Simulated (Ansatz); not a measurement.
# Br (A7 type): the cost of one run

Computed with Ansatz 0.2.0 (DFT PBE, with the methods named in each step, unless a step's input says otherwise).

**1. Starting point**

The structure is cubic, space group Pm-3m (No. 221). The conventional cell has a = 3.100 Å, b = 3.100 Å, c = 3.100 Å, α = 90.00°, β = 90.00°, γ = 90.00°. Around Br (site symmetry m-3m) lie 6 Br at 3.10 Å.

As a file:

```cif
data_structure
_symmetry_space_group_name_H-M 'P 1'
_symmetry_Int_Tables_number 1
_cell_length_a 4.3862
_cell_length_b 4.3862
_cell_length_c 4.3862
_cell_angle_alpha 59.924
_cell_angle_beta 59.924
_cell_angle_gamma 59.924
_cell_volume 59.57
loop_
_atom_site_label
_atom_site_type_symbol
_atom_site_fract_x
_atom_site_fract_y
_atom_site_fract_z
_atom_site_occupancy
Br1 Br 0.25000 0.25000 0.25000 1
Br2 Br 0.75000 0.75000 0.75000 1
```

Whether this phase is the stable one at these pressures isn't tested.

Atoms are numbered in the order of the input: Br1, Br2.

**2. The reference volume, LAPW**

input.yaml

```yaml
crystal:
  lattice:
    - [2.1905886228, -1.2647369311, 3.5834060405]
    - [0.0, 2.5294738621, 3.5834060406]
    - [-2.1905886228, -1.2647369311, 3.5834060405]
  atoms:
    - { symbol: Br, position: [0.25000011, 0.25000011, 0.25000011] }
    - { symbol: Br, position: [-0.25000011, -0.25000011, -0.25000011] }
kpoints:
  mp_grid: { grid: [12, 12, 12] }
  band_path:
    path:
      - [0.0, 0.0, 0.0]
      - [1.0, 1.0, 1.0]
      - [1.0011505726, 1.0, 0.9988494274]
      - [0.9988494274, 0.0011505726, 0.0]
      - [0.5, 0.5, 0.0]
      - [0.0, 0.0, 0.0]
      - [0.4994247137, 0.0, -0.4994247137]
      - [1.0, 0.5005752863, 0.4994247137]
      - [1.0, 0.5, 0.5]
    npoints: 14
scf:
  occupations: { method: fermi_dirac, width: 0.05 }
hamiltonian:
  xc: pbe
  pseudopotentials: { kind: all_electron, lapw: { basis_error: 0.001 } }
output:
  forces: true
  stress: true
  eigenvalues: true
  populations: true
  dos: { projected: true, de: 0.2, e_range: [-14, 8] }
```

Launch:

```bash
$ ansatz run input.yaml --threads 1 --pin off --max-ram 2048MiB --backend cpu --events-out ev --progress --plain --runs-dir out
```

**Question.** How long does this run take on 1 thread of Arm Neoverse V1, shared host, and how much memory does it need?

About 43 s, with a peak of 0.45 GiB.
